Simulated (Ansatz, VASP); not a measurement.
**SiC in VASP and in Ansatz**

```xyz
4
Lattice="3.1423 0.0000 0.0000 -1.5712 2.7213 0.0000 0.0000 0.0000 4.7449" Properties=species:S:1:pos:R:3 pbc="T T T"
Si    0.0000    1.8142    0.0218
Si    1.5712    0.9071    2.3943
C     0.0000    1.8142    1.9468
C     1.5712    0.9071    4.3193
```

Alike in both runs: task single point; functional LDA; k mesh 12 × 12 × 6; occupations gaussian, width 0.05 eV; no spin polarisation.

```csv
,VASP,Ansatz
version,VASP 6.6.1,Ansatz 0.2.0
potentials or method,"VASP PAW LDA potentials, release 64 (Si, C)","scalar-relativistic, plane waves, PAW"
plane-wave cutoff (eV),520,520
valence electrons in the cell,16,16
```

```csv
,VASP,Ansatz,Ansatz less VASP
gap on the k mesh at the Fermi level (eV),0.97,0.98,+0.016
least direct gap on the mesh (eV),2.52,2.52,+0.001
pressure (GPa),-1.1,-1.5,-0.40
largest component of the traceless stress (GPa),17.14,17.04,-0.098
rms of the force components (eV/Å),0.774,0.775,+0.0014
```

Atom by atom the forces differ by 0.001 eV/Å (rms over components). Ansatz warned: «pseudo_functional_mismatch».

Caveats: forces of over 1 eV/Å show positions far from the minimum, so gaps and moduli don't describe the material at rest. A k mesh can miss the band edges.
